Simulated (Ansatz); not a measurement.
# InP: the cost of one run

Computed with Ansatz 0.2.0 (DFT PBEsol, scalar-relativistic, plane waves, PAW, unless a step's input says otherwise).

8 further runs of the same task are left out: 4 that didn't finish, 4 set aside as unsound or not needed. Runs told in other sessions of the task aren't counted.

### 1 The starting structure

The structure is cubic, space group Fm-3m (No. 225). The conventional cell has a = 5.459 Å, b = 5.459 Å, c = 5.459 Å, α = 90.00°, β = 90.00°, γ = 90.00°. Around In (site symmetry m-3m) lie 6 P at 2.73 Å. Around P (site symmetry m-3m) lie 6 In at 2.73 Å.

Structure file:

```cif
data_structure
_symmetry_space_group_name_H-M 'Fm-3m'
_symmetry_Int_Tables_number 225
_cell_length_a 5.4591
_cell_length_b 5.4591
_cell_length_c 5.4591
_cell_angle_alpha 90.000
_cell_angle_beta 90.000
_cell_angle_gamma 90.000
_cell_volume 162.69
loop_
_atom_site_label
_atom_site_type_symbol
_atom_site_symmetry_multiplicity
_atom_site_Wyckoff_symbol
_atom_site_fract_x
_atom_site_fract_y
_atom_site_fract_z
_atom_site_occupancy
In1 In 4 a 0.00000 0.00000 0.00000 1
P1 P 4 b 0.50000 0.00000 0.00000 1
```

It is the result of an earlier relaxation at this level (volume 20.34 Å³/atom; gap on the mesh: none (metal)).

### 2 The slab

Planes are indexed in the bulk's conventional cell (Fm-3m (No. 225)), a = 5.459 Å, b = 5.459 Å, c = 5.459 Å, α = 90.00°, β = 90.00°, γ = 90.00°.

A (110) slab, 5.8 Å thick as cut, with 17 Å of vacuum; its outer planes are InP (top) and InP (bottom).

The slab as cut. Its planes from the bottom up:

```csv
plane,atoms per cell,height over the lowest (Å)
1,InP,0.00
2,InP,1.93
3,InP,3.86
4,InP,5.79
```

### 3 Relaxing the clean slab

input.yaml reads:

```yaml
crystal:
  lattice:
    - [3.8601906157, 0.0, 0.0]
    - [0.0, 5.459133922, 0.0]
    - [0.0, 0.0, 22.7902859235]
  atoms:
    - { symbol: In, position: [0.5, 0.5, 0.3729659219] }
    - { symbol: P, position: [0.5, 0.0, 0.3729659219] }
    - { symbol: In, position: [0.0, 0.0, 0.4576553073] }
    - { symbol: P, position: [0.0, 0.5, 0.4576553073] }
    - { symbol: In, position: [0.5, 0.5, 0.5423446927] }
    - { symbol: P, position: [0.5, 0.0, 0.5423446927] }
    - { symbol: In, position: [0.0, 0.0, 0.6270340781] }
    - { symbol: P, position: [0.0, 0.5, 0.6270340781] }
basis:
  ecutwfc: 420
kpoints:
  mp_grid: { grid: [8, 6, 1] }
hamiltonian:
  xc: pbesol
scf:
  occupations: { method: gaussian, width: 0.1 }
output:
  forces: true
  eigenvalues: true
  write_density: true
  write_potential: true
  elf: true
  volumetric_format: npy
relax:
  adjacent_minimum: "off"
  f_tol: 0.03
  max_steps: 70
  constraints: [{ sites: [0, 1, 2, 3] }]
efield:
  axis: 3
  dipole_correction: true
  ramp_width: 0.04
```

On the command line:

```sh
> ansatz run input.yaml --threads 4 --pin off --max-ram 10240MiB --backend cpu --events-out ev --progress --plain --runs-dir out
```

Q: Estimate wall time and peak memory on 4 threads of Arm Neoverse V1, shared host.

About 57 s, with a peak of 1 GiB.
